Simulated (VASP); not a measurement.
# PtSe2 (Sudovikovite) (P-3m1) in VASP: settings compared

The runs below take PtSe2 (Sudovikovite) through band structure, with HSE06, PBE0.

All numbers are computed with VASP 6.6.1; they aren't measurements. Logs are shortened: lines on timing, memory, paths and dates and some standing lists are left out, and cuts for length are marked.

### 1 The crystal as given

The structure is trigonal, space group P-3m1 (No. 164). The conventional cell has a = 3.768 Å, b = 3.768 Å, c = 4.820 Å, α = 90.00°, β = 90.00°, γ = 120.00°. Around Pt (site symmetry -3m) lie 6 Se at 2.53 Å. Se (site symmetry 3m) has 3 Pt at 2.53 Å as nearest neighbours.

### 2 Band structure, HSE06

POSCAR

```
PtSe2                                   
1.0
    3.7683257453     -0.0000000000     -0.0000000000
   -1.8841628726      3.2634658251     -0.0000000000
    0.0000000000     -0.0000000000      4.8198134897
  Pt              Se            
     1     2
Direct
     0.0000000000000000    0.0000000000000000    0.0000000000000000
     0.3333333332999970    0.6666666667000030    0.2665143349462603
     0.6666666667000030    0.3333333332999970    0.7334856650537398
```

INCAR.step1

```
SYSTEM = PtSe2
PREC = Accurate
ENCUT = 520
EDIFF = 1E-5
ISMEAR = 0
SIGMA = 0.03
LREAL = .False.
LASPH = .True.
NELM = 80
ALGO = Normal
ISIF = 2
LWAVE = .True.
LCHARG = .False.
LMAXMIX = 4
NBANDS = 18
KPAR = 4
GGA = PE
```

INCAR.step2

```
SYSTEM = PtSe2
PREC = Accurate
ENCUT = 520
EDIFF = 1E-6
ISMEAR = 0
SIGMA = 0.03
LREAL = .False.
LASPH = .True.
NELM = 80
ALGO = Normal
ISIF = 2
LWAVE = .False.
LCHARG = .False.
LMAXMIX = 4
GGA = PE
LHFCALC = .True.
HFSCREEN = 0.2
PRECFOCK = Fast
NBANDS = 18
KPAR = 4
ISTART = 1
```

KPOINTS

```
Automatic mesh
0
Gamma
  6 6 3
  0 0 0
```

KPOINTS_OPT

```
explicit points
6
Reciprocal
 0.0000000000  0.0000000000  0.0000000000 1
 0.0000000000  0.0000000000  0.5000000000 1
 0.3333333333  0.3333333333  0.5000000000 1
 0.3333333333  0.3333333333  0.0000000000 1
 0.5000000000  0.0000000000  0.5000000000 1
 0.5000000000  0.0000000000  0.0000000000 1
```

Potentials or basis: VASP PAW PBE potentials, release 64 (Pt, Se).

Command:

```console
$ cat potpaw_PBE.64/Pt/POTCAR potpaw_PBE.64/Se/POTCAR > POTCAR
$ cp INCAR.step1 INCAR
$ mpirun -np 4 vasp_std > vasp.out
$ cp INCAR.step2 INCAR
$ mpirun -np 4 vasp_std > vasp.out
```

OUTCAR:

```text
SYSTEM = PtSe2
   PREC = Accurate
   ENCUT = 520
   EDIFF = 1E-6
   ISMEAR = 0
   LREAL = .False.
   LASPH = .True.
   NELM = 80
   ISIF = 2
   GGA = PE
   LHFCALC = .True.
   HFSCREEN = 0.2
   PRECFOCK = Fast
   ISTART = 1

 ion  position               nearest neighbor table
   1  0.000  0.000  0.000-   2 2.53   3 2.53   2 2.53   3 2.53   3 2.53   2 2.53
   2  0.333  0.667  0.267-   1 2.53   1 2.53   1 2.53
   3  0.667  0.333  0.733-   1 2.53   1 2.53   1 2.53

  LATTYP: Found a hexagonal cell.
 ALAT       =     3.7683257453
 C/A-ratio  =     1.2790331345

  Lattice vectors:

 A1 = (   3.7683257453,   0.0000000000,   0.0000000000)
 A2 = (  -1.8841628726,   3.2634658251,   0.0000000000)
 A3 = (   0.0000000000,   0.0000000000,   4.8198134897)

Analysis of symmetry for initial positions (statically):
=====================================================================
 Subroutine PRICEL returns:
 Original cell was already a primitive cell.

 Routine SETGRP: Setting up the symmetry group for a
 hexagonal supercell.

 Subroutine GETGRP returns: Found 12 space group operations
 (whereof 12 operations were pure point group operations)
 out of a pool of 24 trial point group operations.

The static configuration has the point symmetry D_3d.

Analysis of symmetry for dynamics (positions and initial velocities):
=====================================================================
 Subroutine PRICEL returns:
 Original cell was already a primitive cell.

 Routine SETGRP: Setting up the symmetry group for a
 hexagonal supercell.

 Subroutine GETGRP returns: Found 12 space group operations
 (whereof 12 operations were pure point group operations)
 out of a pool of 24 trial point group operations.

The dynamic configuration has the point symmetry D_3d.

 Subroutine INISYM returns: Found 12 space group operations
 (whereof 12 operations are pure point group operations),
 and found     1 'primitive' translations

----------------------------------------------------------------------------------------

                                     Primitive cell

  volume of cell :      59.2731

  direct lattice vectors                    reciprocal lattice vectors
     3.768325745  0.000000000  0.000000000     0.265369840  0.153211349  0.000000000
    -1.884162873  3.263465825  0.000000000     0.000000000  0.306422697  0.000000000
     0.000000000  0.000000000  4.819813490     0.000000000  0.000000000  0.207476908

  length of vectors
     3.768325745  3.768325745  4.819813490     0.306422697  0.306422697  0.207476908

  position of ions in fractional coordinates (direct lattice)
     0.000000000  0.000000000  0.000000000
     0.333333333  0.666666667  0.266514335
     0.666666667  0.333333333  0.733485665

  ion indices of the primitive-cell ions
   primitive index   ion index
                 1           1
                 2           2
                 3           3

----------------------------------------------------------------------------------------

 KPOINTS: Automatic mesh

Automatic generation of k-mesh.
 Grid dimensions read from file:
 generate k-points for:    6    6    3

 Generating k-lattice:

  Cartesian coordinates                     Fractional coordinates (reciprocal lattice)
     0.044228307  0.025535225  0.000000000     0.166666667 -0.000000000  0.000000000
     0.000000000  0.051070450  0.000000000     0.000000000  0.166666667  0.000000000
     0.000000000  0.000000000  0.069158969     0.000000000  0.000000000  0.333333333

  Length of vectors
     0.051070450  0.051070450  0.069158969

  Shift w.r.t. Gamma in fractional coordinates (k-lattice)
     0.000000000  0.000000000  0.000000000

 Subroutine IBZKPT returns following result:
 ===========================================

 Found     17 irreducible k-points:

 Following reciprocal coordinates:
            Coordinates               Weight
  0.000000  0.000000  0.000000      1.000000
  0.166667  0.000000  0.000000      6.000000
  0.333333  0.000000  0.000000      6.000000
  0.500000  0.000000  0.000000      3.000000
  0.166667  0.166667  0.000000      6.000000
  0.333333  0.166667  0.000000     12.000000
[... 9 lines left out ...]
 -0.166667  0.500000  0.333333     12.000000
  0.333333  0.333333  0.333333      4.000000
   k-points           NKPTS =     17   k-points in BZ     NKDIM =    108   number of bands    NBANDS=     18
   number of dos      NEDOS =    301   number of ions     NIONS =      3
   total plane-waves  NPLWV =  28224
   dimension x,y,z NGX =    28 NGY =   28 NGZ =   36
   dimension x,y,z NGXF=    56 NGYF=   56 NGZF=   72
   ions per type =               1   2
   NGX,Y,Z   is equivalent  to a cutoff of  12.35, 12.35, 12.42 a.u.
   NGXF,Y,Z  is equivalent  to a cutoff of  24.71, 24.71, 24.83 a.u.
 SYSTEM =  PtSe2
   PREC   = accura    normal or accurate (medium, high low for compatibility)
   ISTART =      1    job   : 0-new  1-cont  2-samecut
   ICHARG =      0    charge: 1-file 2-atom 10-const
   ISPIN  =      1    spin polarized calculation?
   LNONCOLLINEAR =      F non collinear calculations
   LSORBIT =      F    spin-orbit coupling
   LASPH  =      T    aspherical Exc in radial PAW
   ENCUT  =  520.0 eV  38.22 Ry    6.18 a.u.   7.01  7.01  8.96*2*pi/ulx,y,z
   NELM   =     80;   NELMIN=  2; NELMDL=  0     # of ELM steps
   EDIFF  = 0.1E-05   stopping-criterion for ELM
   LREAL  =      F    real-space projection
   EDIFFG = 0.1E-04   stopping-criterion for IOM
   NSW    =      0    number of steps for IOM
   IBRION =     -1    ionic relax: 0-MD 1-quasi-New 2-CG
   NFREE  =      0    steps in history (QN), initial steepest desc. (CG)
   ISIF   =      2    stress and relaxation
   ISYM   =      3    0-nonsym 1-usesym 2-fastsym
   POTIM  = 0.5000    time-step for ionic-motion
   TEBEG  =    0.0;   TEEND  =   0.0 temperature during run
   PSTRESS=    0.0 pullay stress
   NELECT =      22.0000    total number of electrons
   NUPDOWN=      -1.0000    fix difference up-down
   EMIN   =  10.00;   EMAX   =-10.00  energy-range for DOS
   EFERMI =   0.00;   METHOD = LEGACY
   ISMEAR =     0;   SIGMA  =   0.03  broadening in eV -4-tet -1-fermi 0-gaus
   EFERMI_NEDOS =   21; number of points for ismear=-14 and -15
   IALGO  =     38    algorithm
   IMIX   =      1    mixing-type and parameters
     AMIX     =   0.40;   BMIX     =  1.00
     AMIX_MAG =   1.60;   BMIX_MAG =  1.00
  volume/ion in A,a.u.               =      19.76       133.33
  Fermi-wavevector in a.u.,A,eV,Ry     =   1.176512  2.223286 18.832929  1.384181
  Thomas-Fermi vector in A             =   2.312875
   LORBIT       =      0    0 simple, 1 ext, 2 COOP (PROOUT), +10 PAW based schemes
   GGA     = PE    functional components
   LHFCALC =     T    Hartree Fock is set to
   PRECFOCK=fast      Normal, Fast or Accurate (Low or Medium for compatibility)
   ENCUT4O =  -1.0   cutoff for four orbital integrals eV
   NKREDX  =     1    reduce k-point grid by
   NKREDY  =     1    reduce k-point grid by
   NKREDZ  =     1    reduce k-point grid by
   AEXX    =    0.2500 exact exchange contribution
   HFSCREEN=    0.2000 screening length (either q_TF or 0.3 A-1)
   HFSCREENC=   0.2000 screening length for correlation (either q_TF or 0.3 A-1)
   ENCUTFOCK=  -1.0 apply spherical cutoff to Coloumb kernel
   IVDW    =     0    specifies the selected vdW correction
   LEPSILON=     F    determine dielectric tensor
   LRPA    =     F    only Hartree local field effects (RPA)
 non-spin polarized calculation
 Gauss-broadening in eV      SIGMA  =   0.03
  energy-cutoff  :      520.00
  volume of cell :       59.27
 maximum number of plane-waves:      1608
  NGX = 16; NGY = 16; NGZ = 20

 number of electron      21.9999997 magnetization

 Free energy of the ion-electron system (eV)
  ---------------------------------------------------
  ext. energy  EPLUGINS =         0.00000000
  ---------------------------------------------------
  free energy    TOTEN  =       -17.17603853 eV

  energy without entropy =      -17.17553913  energy(sigma->0) =      -17.17578883

 E-fermi :   6.6968     XC(G=0):  -8.9368

 val. band max:        6.1939547192   @ k =   0.0000   0.1667   0.3333
 cond. band min:       6.7111081121   @ k =   0.3333   0.3333   0.0000
 fundamental gap:      0.5171533928
 Fermi energy:         6.6968002375

 k-point     1 :       0.0000    0.0000    0.0000
  band No.  band energies     occupation
      1     -10.8933      2.00000
      2      -7.4056      2.00000
      3      -1.6877      2.00000
      4      -0.6475      2.00000
      5      -0.6475      2.00000
      6       1.6433      2.00000
[... 10 lines left out ...]
     17      14.5216      0.00000
     18      19.0570      0.00000

 k-point     2 :       0.1667    0.0000    0.0000
  band No.  band energies     occupation
      1     -10.5685      2.00000
      2      -7.6022      2.00000
      3      -1.2873      2.00000
      4      -0.4266      2.00000
      5      -0.3479      2.00000
      6       1.2993      2.00000
[... 10 lines left out ...]
     17      15.3405      0.00000
     18      16.4626      0.00000

 k-point     3 :       0.3333    0.0000    0.0000
  band No.  band energies     occupation
      1      -9.7260      2.00000
      2      -8.0618      2.00000
      3      -0.7410      2.00000
      4      -0.1734      2.00000
      5       0.0234      2.00000
      6       0.7937      2.00000
[... 10 lines left out ...]
     17      14.9713      0.00000
     18      16.0170      0.00000

 k-point     4 :       0.5000    0.0000    0.0000
  band No.  band energies     occupation
      1      -8.9065      2.00000
      2      -8.6053      2.00000
      3      -1.5816      2.00000
      4       0.1725      2.00000
      5       0.3422      2.00000
      6       2.0383      2.00000
[... 10 lines left out ...]
     17      14.3966      0.00000
     18      18.6668      0.00000

 k-point     5 :       0.1667    0.1667    0.0000
  band No.  band energies     occupation
      1      -9.9837      2.00000
      2      -7.9088      2.00000
      3      -0.6423      2.00000
      4      -0.0406      2.00000
      5      -0.0249      2.00000
      6       0.4190      2.00000
[... 10 lines left out ...]
     17      15.4859      0.00000
     18      16.2604      0.00000

 k-point     6 :       0.3333    0.1667    0.0000
  band No.  band energies     occupation
      1      -9.1135      2.00000
      2      -8.3550      2.00000
      3      -1.1839      2.00000
      4      -0.1879      2.00000
      5       0.3431      2.00000
      6       0.6145      2.00000
[... 160 lines left out ...]
 k-point    14 :       0.1667    0.1667    0.3333
  band No.  band energies     occupation
      1      -9.5306      2.00000
      2      -8.4984      2.00000
      3      -1.1217      2.00000
      4      -0.4918      2.00000
      5       0.2463      2.00000
      6       0.8114      2.00000
[... 10 lines left out ...]
     17      15.2087      0.00000
     18      17.1368      0.00000

 k-point    15 :       0.3333    0.1667    0.3333
  band No.  band energies     occupation
      1      -8.8299      2.00000
      2      -8.5716      2.00000
      3      -1.3577      2.00000
      4      -0.6065      2.00000
      5       0.5260      2.00000
      6       0.6689      2.00000
[... 10 lines left out ...]
     17      16.0631      0.00000
     18      16.8517      0.00000

 k-point    16 :      -0.1667    0.5000    0.3333
  band No.  band energies     occupation
      1      -9.0067      2.00000
      2      -8.3482      2.00000
      3      -1.5684      2.00000
      4      -0.7766      2.00000
      5       0.1216      2.00000
      6       1.3177      2.00000
[... 10 lines left out ...]
     17      16.3926      0.00000
     18      17.6264      0.00000

 k-point    17 :       0.3333    0.3333    0.3333
  band No.  band energies     occupation
      1      -8.5782      2.00000
      2      -8.5782      2.00000
      3      -0.7687      2.00000
      4      -0.7687      2.00000
      5      -0.6098      2.00000
      6       1.4164      2.00000
[... 10 lines left out ...]
     17      15.3897      0.00000
     18      17.3796      0.00000

------------------------ aborting loop because EDIFF is reached ----------------------------------------

  FORCE on cell =-STRESS in cart. coord.  units (eV):
  Direction    XX          YY          ZZ          XY          YZ          ZX
  --------------------------------------------------------------------------------------
  -------------------------------------------------------------------------------------
  Total       -0.6220943     -0.6220943      0.3371281     -0.0000000      0.0000000      0.0000000
  in kB      -16.8154734    -16.8154734      9.1127157     -0.0000000      0.0000000      0.0000000
  external PRESSURE =      -8.1727437 kB  Pullay stress =       0.0000000 kB

 VOLUME and BASIS-vectors are now :
 -----------------------------------------------------------------------------
  energy-cutoff  :      520.00
  volume of cell :       59.27
      direct lattice vectors                 reciprocal lattice vectors
     3.768325745  0.000000000  0.000000000     0.265369840  0.153211349  0.000000000
    -1.884162873  3.263465825  0.000000000     0.000000000  0.306422697  0.000000000
     0.000000000  0.000000000  4.819813490     0.000000000  0.000000000  0.207476908

 POSITION                                       TOTAL-FORCE (eV/Angst)
 -----------------------------------------------------------------------------------
      0.00000      0.00000      0.00000         0.000000      0.000000      0.000000
     -0.00000      2.17564      1.28455         0.000000      0.000000     -0.575404
      1.88416      1.08782      3.53526        -0.000000     -0.000000      0.575404
 -----------------------------------------------------------------------------------
    total drift:                                0.000000      0.000000     -0.000002

  FREE ENERGIE OF THE ION-ELECTRON SYSTEM (eV)
  ---------------------------------------------------
  free  energy   TOTEN  =       -17.1760385314 eV

  energy  without entropy=      -17.1755391320  energy(sigma->0) =      -17.17578883
```

Wall time 7.2 min (4 MPI ranks of Intel Xeon Platinum 8559C (Emerald Rapids), shared host); peak memory 0.33 GiB.

What came out:

```
Free energy             : -17.1760 eV
Pressure                : -0.8 GPa
Largest force           : 0.575 eV/Å
Band gap along the path : none (metal or under the smearing width)
```

Forces in eV/Å, atoms in the order of the input:
```
Pt   0.000  0.000  0.000
Se   0.000  0.000 -0.575
Se   0.000  0.000  0.575
```

Stress tensor (GPa, compression positive):
```
-1.68  0.00  0.00
 0.00 -1.68  0.00
 0.00  0.00  0.91
```

Caveat: the k mesh is coarse (spacing up to 0.43 Å⁻¹), so the values aren't converged, least of all with exact exchange; the PAW data sets were made with another functional, which shifts forces and pressure a little; spin-orbit coupling is left out, which moves the levels of the heavy elements.

### 3 Band structure, PBE0

POSCAR is that of step 2.

INCAR.step1 is that of step 2.

Changes to INCAR.step2 since step 2:

```diff
@@ -16,4 +16,5 @@
 LHFCALC = .True.
-HFSCREEN = 0.2
+AEXX = 0.25
 PRECFOCK = Fast
+HFRCUT = -1
 NBANDS = 18
```

KPOINTS is that of step 2.

KPOINTS_OPT is that of step 2.

Potentials or basis: VASP PAW PBE potentials, release 64 (Pt, Se).

Command:

```console
$ cat potpaw_PBE.64/Pt/POTCAR potpaw_PBE.64/Se/POTCAR > POTCAR
$ cp INCAR.step1 INCAR
$ mpirun -np 4 vasp_std > vasp.out
$ cp INCAR.step2 INCAR
$ mpirun -np 4 vasp_std > vasp.out
```

Run time: 9.6 min. Hardware: 4 MPI ranks of Intel Xeon Platinum 8559C (Emerald Rapids), shared host; peak memory 0.23 GiB.

The run converged. Its results:

```yaml
Free_energy: -18.6805 eV
Pressure: -1.4 GPa
Largest_force: 0.594 eV/Å
Band_gap_along_the_path: none (metal or under the smearing width)
```

Forces in eV/Å, atoms in the order of the input:
```
Pt   0.000  0.000  0.000
Se   0.000  0.000 -0.594
Se   0.000  0.000  0.594
```

Stress tensor (GPa, compression positive):
```
-1.80  0.00  0.00
 0.00 -1.80  0.00
 0.00  0.00 -0.46
```

Levels at points of the mesh, in eV from the Fermi level:
| k point | band 9 | band 10 | band 11 | band 12 | band 13 | band 14 |
| --- | --- | --- | --- | --- | --- | --- |
| (0.00, 0.00, 0.00) | -1.86 | -1.86 | 0.82 | 1.24 | 1.24 | 3.90 |
| (0.50, 0.00, 0.00) | -4.92 | -4.87 | -4.23 | 0.87 | 3.10 | 5.74 |

Caveat: the k mesh is coarse (spacing up to 0.43 Å⁻¹), so the values aren't converged, least of all with exact exchange; the PAW data sets were made with another functional, which shifts forces and pressure a little; spin-orbit coupling is left out, which moves the levels of the heavy elements.
